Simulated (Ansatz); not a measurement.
Relaxed InN (wurtzite):

```yaml
crystal:
  lattice:
    - [7.16106, 0.00000, 0.00000]
    - [-1.79026, 3.10083, 0.00000]
    - [0.00000, 0.00000, 5.78779]
  atoms:
    - { symbol: In, position: [0.33333, 0.33333, 0.50197] }
    - { symbol: In, position: [0.83333, 0.33333, 0.50197] }
    - { symbol: In, position: [0.16667, 0.66667, 0.00197] }
    - { symbol: In, position: [0.66667, 0.66667, 0.00197] }
    - { symbol: N, position: [0.33333, 0.33333, 0.12323] }
    - { symbol: N, position: [0.83333, 0.33333, 0.12323] }
    - { symbol: N, position: [0.16667, 0.66667, 0.62323] }
    - { symbol: N, position: [0.66667, 0.66667, 0.62323] }
```

A phonon eigenvector at M = (0.5, 0.0, 0.0) is frozen into this cell: atom i moves by Q times the vector below, so Q is the largest atomic displacement, in Å. The cell is held. (q is in reciprocal vectors of the primitive cell; the cell shown is doubled to hold the pattern.)

```json
[
 {"atom": "In1", "x": "0.052", "y": "-0.089", "z": "0.000"},
 {"atom": "In2", "x": "-0.052", "y": "0.089", "z": "0.000"},
 {"atom": "In3", "x": "0.052", "y": "-0.089", "z": "0.000"},
 {"atom": "In4", "x": "-0.052", "y": "0.089", "z": "0.000"},
 {"atom": "N5", "x": "-0.500", "y": "0.866", "z": "0.000"},
 {"atom": "N6", "x": "0.500", "y": "-0.866", "z": "0.000"},
 {"atom": "N7", "x": "-0.500", "y": "0.866", "z": "0.000"},
 {"atom": "N8", "x": "0.500", "y": "-0.866", "z": "0.000"}
]
```

Computed with PBE (plane waves to 420 eV, PAW, scalar-relativistic; Ansatz, an electronic-structure program). k mesh 11×11×6 (Γ-centred), Fermi-Dirac smearing 0.05 eV. Energies are smeared free energies. With partly filled bands, energies and forces of such displacements shift with the k mesh and the smearing. At this level the bands of InN touch or barely overlap; measurements give the solid a gap. InN was relaxed with its symmetry unable to fall. ΔE is measured from the undisplaced structure.

```tsv
Q (Å)	ΔE (meV/cell)
-0.180	798
-0.120	349
-0.060	86
0.000	0
0.060	86
0.120	349
0.180	798
```

Task: Which DFPT wavenumber at M = (0.5, 0.0, 0.0) belongs to this mode?
A) 195 cm⁻¹
B) 81 cm⁻¹
C) 535 cm⁻¹
D) 462 cm⁻¹

Result: D, 462 cm⁻¹. The curvature of the scan gives 462 cm⁻¹

(For displaced atoms, the force is minus the slope of the energy, and its curvature is a force constant, which sets phonon frequencies.)
